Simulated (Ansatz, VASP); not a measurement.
**BAs (base): VASP beside Ansatz**

The input INCAR:

```
SYSTEM = BAs
PREC = Accurate
ENCUT = 600
EDIFF = 1E-7
ISMEAR = 0
SIGMA = 0.02
LREAL = .FALSE.
LASPH = .TRUE.
NELM = 100
ALGO = Normal
ISIF = 3
LWAVE = .FALSE.
LCHARG = .FALSE.
GGA = PE
IBRION = 2
NSW = 100
EDIFFG = -0.002
```

File KPOINTS:

```
Automatic mesh
0
G
  10 10 10
  0 0 0
```

The input POSCAR:

```
BAs
1.0
    0.0000000000      2.3885000000      2.3885000000
    2.3885000000      0.0000000000      2.3885000000
    2.3885000000      2.3885000000      0.0000000000
B As
1 1
Direct
    0.0000000000      0.0000000000      0.0000000000
    0.2500000000      0.2500000000      0.2500000000
```

Input for Ansatz:

```yaml
crystal:
  lattice:
    - [0.0, 2.3885, 2.3885]
    - [2.3885, 0.0, 2.3885]
    - [2.3885, 2.3885, 0.0]
  atoms:
    - { symbol: B, position: [0.0, 0.0, 0.0] }
    - { symbol: As, position: [0.25, 0.25, 0.25] }
basis:
  ecutwfc: 420
kpoints:
  mp_grid: { grid: [10, 10, 10] }
hamiltonian:
  xc: pbe
scf:
  occupations: { method: gaussian, width: 0.02 }
output:
  forces: true
  stress: true
  eigenvalues: true
  write_density: true
  write_potential: true
  elf: true
  volumetric_format: npy
relax:
  adjacent_minimum: "off"
  f_tol: 0.002
  max_steps: 80
  cell: { stress_tol: 0.02 }
```

Alike in both runs: task relaxation of cell and atoms; functional PBE; k mesh 10 × 10 × 10; occupations gaussian, width 0.02 eV; no spin polarisation.

```csv
,VASP,Ansatz
version,VASP 6.6.1,Ansatz 0.2.0
potentials or method,"VASP PAW PBE potentials, release 64 (B, As)","scalar-relativistic, plane waves, PAW"
plane-wave cutoff (eV),600,420
valence electrons in the cell,8,18
```

|  | VASP | Ansatz | Ansatz less VASP |
| --- | --- | --- | --- |
| gap on the k mesh at the Fermi level, each at its own relaxed structure (eV) | 1.20 | 1.20 | +0.003 |
| relaxed volume (Å³/atom) | 13.97 | 13.90 | -0.063 |
| relaxed cell length with the largest relative difference (Å) | 3.406 | 3.401 | -0.0051 |
| energy change over the relaxation (meV/atom) | -4 | -2 | +1.2 |

The two sets of potentials don't hold the same shells in valence.

A k mesh can miss the band edges. PBE usually gives volumes a little too large and moduli too small. PBE gaps usually lie below the measured ones, often by a third to a half.
